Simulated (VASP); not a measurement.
## FeSi: band structure with PBE

Crystal: FeSi.

```
Fe Si
1.0
     4.46700    0.00000    0.00000
     0.00000    4.46700    0.00000
     0.00000    0.00000    4.46700
Fe Si
4 4
Cartesian
  0.6351 0.6331 0.6239
  1.6714 3.9030 2.8574
  2.8686 1.6695 3.8937
  3.9049 2.8666 1.6602
  3.8089 3.8069 3.7977
  2.9646 0.7292 1.5642
  1.5754 2.9627 0.7199
  0.4393 1.2970 2.7512
```

The cell isn't the ideal one: atom 8 moved 0.45 Å.

```
Program                : VASP 6.6.1
Task                   : band structure
Functional             : PBE
Potentials or basis    : VASP PAW PBE potentials, release 64 (Fe, Si)
Cutoff                 : 520 eV
k mesh                 : 5 × 5 × 5
Occupations            : fermi-dirac, width 0.05 eV
Spin                   : collinear spin, ferromagnetic start
Starting moments       : [3.0, 3.0, 3.0, 3.0, 0.0, 0.0, 0.0, 0.0] μB
Further INCAR settings : ALGO = Normal; EDIFF = 1e-06; NBANDS = 38
```

| Item | Value |
| --- | --- |
| Pressure | 3.4 GPa |
| Largest force | 3.787 eV/Å |
| Band gap along the path | none (metal or under the smearing width) |
| Net moment | 2.27 μB per cell |
| Site moments | Fe +0.47, +0.66, +0.90, +0.46; Si -0.03 μB |
| Valence electrons inside the program's atomic spheres | Fe 7.69, 7.62, 7.56, 7.67; Si 1.64, 1.65, 1.63, 1.69 |

Forces on the atoms (eV/Å):
```
Fe   0.249  0.102 -0.905
Fe  -0.064 -0.625  0.121
Fe  -0.513 -0.607 -0.556
Fe  -0.615  0.841 -0.530
Si  -0.287 -0.960  0.143
Si  -1.054  0.022 -0.872
Si  -0.338  0.019  0.146
Si   2.622  1.206  2.452
```

Stress tensor (GPa, compression positive):
```
 3.49 -0.50  0.96
-0.50  3.33  0.03
 0.96  0.03  3.48
```

Levels at the corners of the path, in eV from the Fermi level:
Spin up:
| point | band 22 | band 23 | band 24 | band 25 | band 26 | band 27 | band 28 | band 29 |
| --- | --- | --- | --- | --- | --- | --- | --- | --- |
| Γ | -0.50 | -0.46 | -0.41 | 0.16 | 0.22 | 0.34 | 2.29 | 2.80 |
| X | -0.77 | -0.42 | -0.35 | -0.20 | -0.12 | 1.13 | 1.63 | 1.83 |
| X | -0.77 | -0.42 | -0.35 | -0.20 | -0.12 | 1.13 | 1.63 | 1.83 |
| M | -1.18 | -0.75 | -0.70 | 0.17 | 0.33 | 0.68 | 0.98 | 2.46 |
| M | -1.18 | -0.75 | -0.70 | 0.17 | 0.33 | 0.68 | 0.98 | 2.46 |
| Γ | -0.50 | -0.46 | -0.41 | 0.16 | 0.22 | 0.34 | 2.29 | 2.80 |
| Γ | -0.50 | -0.46 | -0.41 | 0.16 | 0.22 | 0.34 | 2.29 | 2.80 |
| R | -0.94 | -0.93 | -0.85 | 0.04 | 0.05 | 0.09 | 0.20 | 4.36 |
| R | -0.94 | -0.93 | -0.85 | 0.04 | 0.05 | 0.09 | 0.20 | 4.36 |
| X | -0.77 | -0.42 | -0.35 | -0.20 | -0.12 | 1.13 | 1.63 | 1.83 |
| M | -1.18 | -0.75 | -0.70 | 0.17 | 0.33 | 0.68 | 0.98 | 2.46 |
| R | -0.94 | -0.93 | -0.85 | 0.04 | 0.05 | 0.09 | 0.20 | 4.36 |
Spin down:
| point | band 21 | band 22 | band 23 | band 24 | band 25 | band 26 |
| --- | --- | --- | --- | --- | --- | --- |
| Γ | -0.16 | 0.02 | 0.14 | 0.38 | 0.78 | 0.92 |
| X | -0.27 | -0.14 | 0.14 | 0.26 | 0.45 | 0.51 |
| X | -0.27 | -0.14 | 0.14 | 0.26 | 0.45 | 0.51 |
| M | -0.85 | -0.62 | -0.28 | -0.14 | 0.78 | 0.92 |
| M | -0.85 | -0.62 | -0.28 | -0.14 | 0.78 | 0.92 |
| Γ | -0.16 | 0.02 | 0.14 | 0.38 | 0.78 | 0.92 |
| Γ | -0.16 | 0.02 | 0.14 | 0.38 | 0.78 | 0.92 |
| R | -0.48 | -0.41 | -0.40 | -0.21 | 0.65 | 0.74 |
| R | -0.48 | -0.41 | -0.40 | -0.21 | 0.65 | 0.74 |
| X | -0.27 | -0.14 | 0.14 | 0.26 | 0.45 | 0.51 |
| M | -0.85 | -0.62 | -0.28 | -0.14 | 0.78 | 0.92 |
| R | -0.48 | -0.41 | -0.40 | -0.21 | 0.65 | 0.74 |

It took 14 min on 1 thread of Intel(R) Xeon(R) Platinum 8259CL CPU @ 2.50GHz (Skylake/Cascade Lake) (shared host), peak memory 0.63 GiB.

Caveat: forces of over 1 eV/Å show positions far from the minimum, so gaps and moduli don't describe the material at rest.
